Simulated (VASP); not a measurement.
# NaI: molecular dynamics with a thermostat

NaI, Fm-3m (no. 225), 8 atoms in the cell. PBE, molecular dynamics; PAW potentials I, Na (PBE set).

Ensemble: NVT; Target temperature (K): 600.

## Input

INCAR:
```
GGA = PE
PREC = Normal
ENCUT = 200
EDIFF = 1E-5
NELMIN = 4
NELM = 60
ALGO = Normal
LREAL = Auto
LASPH = T
ISMEAR = 0
SIGMA = 0.05
ISYM = 0
LWAVE = F
LCHARG = F
IBRION = 0
NSW = 80
POTIM = 2.0
TEBEG = 600
TEEND = 600
ISIF = 2
MDALGO = 1
ANDERSEN_PROB = 0.05
RANDOM_SEED = 263885 0 0
KPAR = 2
```

KPOINTS:
```
k-points
0
Monkhorst-Pack
  2 2 2
```

POSCAR:
```
NaI
1.0
    6.4728000000      0.0000000000      0.0000000000
    0.0000000000      6.4728000000      0.0000000000
    0.0000000000      0.0000000000      6.4728000000
I Na
4 4
Direct
    0.5000000000      0.0000000000      0.0000000000
    0.5000000000      0.5000000000      0.5000000000
    0.0000000000      0.0000000000      0.5000000000
    0.0000000000      0.5000000000      0.0000000000
    0.0000000000      0.0000000000      0.0000000000
    0.0000000000      0.5000000000      0.5000000000
    0.5000000000      0.0000000000      0.5000000000
    0.5000000000      0.5000000000      0.0000000000
```

Commands:
```
cat potpaw_PBE.64/I/POTCAR potpaw_PBE.64/Na/POTCAR > POTCAR
mpirun -np 2 vasp_std > vasp.out
```

## Result

- Mean temperature (K): 621
- Rise of the mean potential energy above the start (meV/atom): 35.8
- Electronic steps per ionic step after the first: 4.0

Course of the run:

| Time (fs) | Temperature (K) | Potential energy less the first (meV/atom) |
|---|---|---|
| 2 | 600 | 0.0 |
| 14 | 787 | 3.4 |
| 26 | 758 | 14.8 |
| 38 | 610 | 33.1 |
| 50 | 748 | 42.7 |
| 62 | 980 | 35.6 |
| 74 | 1034 | 34.8 |
| 88 | 483 | 42.9 |
| 100 | 632 | 51.7 |
| 112 | 374 | 53.4 |
| 124 | 424 | 47.6 |
| 136 | 458 | 42.7 |
| 148 | 326 | 42.5 |
| 160 | 515 | 44.3 |

REPORT:
```
MDALGO =   1
         ANDERSEN_PROB =  0.05000000
               SCALING =       0
                 CNEXP =     9.000   14.000
           RANDOM_SEED =            263885                0                0

   original number of atomic DOF:         21
   number of independent constraints:      0
   number of active DOF:                  21

========================================
         MD step No.       1
========================================

  Atomic velocities initialized by STEP_tb

  >Energies
                    E_tot             E_pot             E_kin               EPS                ES
   e_b>   -0.21055060E+02   -0.21597955E+02    0.54289528E+00    0.00000000E+00    0.00000000E+00

  >Temperature
               T_sim     T_inst
   tmprt>    600.000    600.000

  >Thermostat, num. of collisions:                0

           RANDOM_SEED =            263885              102                0

[... steps left out ...]

========================================
         MD step No.      80
========================================

  >Energies
                    E_tot             E_pot             E_kin               EPS                ES
   e_b>   -0.20777634E+02   -0.21243465E+02    0.46583028E+00    0.00000000E+00    0.00000000E+00

  >Temperature
               T_sim     T_inst
   tmprt>    600.000    514.829

  >Thermostat, num. of collisions:                1

           RANDOM_SEED =            263885             5000                0
```

OSZICAR:
```
N       E                     dE             d eps       ncg     rms          rms(c)
DAV:   1     0.117530166427E+03    0.11753E+03   -0.62680E+03   168   0.523E+02
DAV:   2    -0.100039643455E+02   -0.12753E+03   -0.12348E+03   244   0.140E+02
DAV:   3    -0.214333494304E+02   -0.11429E+02   -0.11409E+02   208   0.475E+01
DAV:   4    -0.218752897122E+02   -0.44194E+00   -0.44187E+00   220   0.117E+01
DAV:   5    -0.218802896080E+02   -0.49999E-02   -0.49996E-02   198   0.114E+00    0.385E+00
DAV:   6    -0.216315734176E+02    0.24872E+00   -0.39776E-01   193   0.241E+00    0.275E+00
DAV:   7    -0.215934231194E+02    0.38150E-01   -0.37574E-01   208   0.244E+00    0.123E+00
DAV:   8    -0.215979061144E+02   -0.44830E-02   -0.17147E-02   168   0.650E-01    0.220E-01
DAV:   9    -0.215979165260E+02   -0.10412E-04   -0.44814E-04   208   0.120E-01    0.876E-02
DAV:  10    -0.215979594456E+02   -0.42920E-04   -0.15324E-04   168   0.591E-02    0.603E-02
DAV:  11    -0.215979553198E+02    0.41258E-05   -0.26824E-05   176   0.215E-02
      1 T=   600. E= -.21055060E+02 F= -.21597955E+02 E0= -.21597955E+02  EK= 0.54290E+00 SP= 0.00E+00 SK= 0.00E+00
[... left out ...]
     77 T=   488. E= -.20809418E+02 F= -.21251307E+02 E0= -.21251307E+02  EK= 0.44189E+00 SP= 0.00E+00 SK= 0.00E+00
     79 T=   505. E= -.20788363E+02 F= -.21245751E+02 E0= -.21245751E+02  EK= 0.45739E+00 SP= 0.00E+00 SK= 0.00E+00
[... last step whole ...]
       N       E                     dE             d eps       ncg     rms          rms(c)
DAV:   1    -0.212434571310E+02    0.22952E-02   -0.28159E-05   174   0.615E-01    0.160E-02
DAV:   2    -0.212434647023E+02   -0.75713E-05   -0.81779E-05   168   0.505E-02    0.105E-02
DAV:   3    -0.212434646278E+02    0.74517E-07   -0.11482E-06    84   0.753E-03    0.803E-03
DAV:   4    -0.212434645411E+02    0.86652E-07   -0.76529E-07    84   0.568E-03
     80 T=   515. E= -.20777634E+02 F= -.21243465E+02 E0= -.21243465E+02  EK= 0.46583E+00 SP= 0.00E+00 SK= 0.00E+00
```

Limits: 160 fs of 8 atoms are too short for converged averages.

VASP 6.6.1 took 378 s on 2 cores (Intel Xeon Platinum 8259CL @ 2.50GHz (Skylake/Cascade Lake)), a shared host.
